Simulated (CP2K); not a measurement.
CdSe under changes of volume

One of the cells (28.942 Å³/atom); the others are scaled copies at fixed shape and fractional positions:

```xyz
2
Lattice="4.3420 0.0000 0.0000 2.1710 3.7603 0.0000 2.1710 1.2534 3.5452" Properties=species:S:1:pos:R:3 pbc="T T T"
Cd    0.0000    0.0000    0.0000
Se    2.1710    1.2534    0.8863
```

Measurements of this composition are mostly on another form, of space group No. 186.

* Program: CP2K 2026.2
* Functional: r2SCAN
* Potentials or basis: POTENTIAL_UZH Cd GTH-SCAN-q12, Se GTH-SCAN-q6; TZVP-MOLOPT-SCAN-GTH basis
* Density cutoff: 9184 eV
* k mesh: 8 × 8 × 8
* Occupations: fermi-dirac, width 0.0259 eV
* Spin: no spin polarisation

```tsv
volume (Å³/atom)	energy over the lowest point (meV/atom)	pressure (GPa)	gap on the mesh (eV)
27.206	18.06	3.6	1.06
27.784	7.44	2.3	1.01
28.363	1.59	1.0	0.97
28.942	0.00	-0.1	0.93
29.521	2.22	-1.1	0.88
30.100	?	?	?
30.679	16.55	-2.8	0.80
```

What does the run at 30.100 Å³/atom give?

Energy over the lowest point 7.86 meV/atom; pressure -2.0 GPa; gap on the mesh 0.84 eV.

Worked out: A Birch-Murnaghan fit of order 3 (a polynomial in V^(-2/3)) to the other rows has its minimum at 28.88 Å³/atom with B0 = V·E''(V) = 53 GPa and B' = 4.6. It gives 7.86 meV/atom at 30.100 Å³/atom, against the run's 7.86, and -dE/dV = -2.0 GPa, against -2.0. A straight line through the other rows of the gap, of slope -2.15 eV per unit of ln V (its deformation potential), gives 0.84 eV, against the run's 0.84.

Energies are extrapolated to zero smearing.

Caveats: the basis of atomic orbitals isn't converged, which shifts pressures, moduli and gaps.

Spin-orbit coupling on Cd, Se is left out.
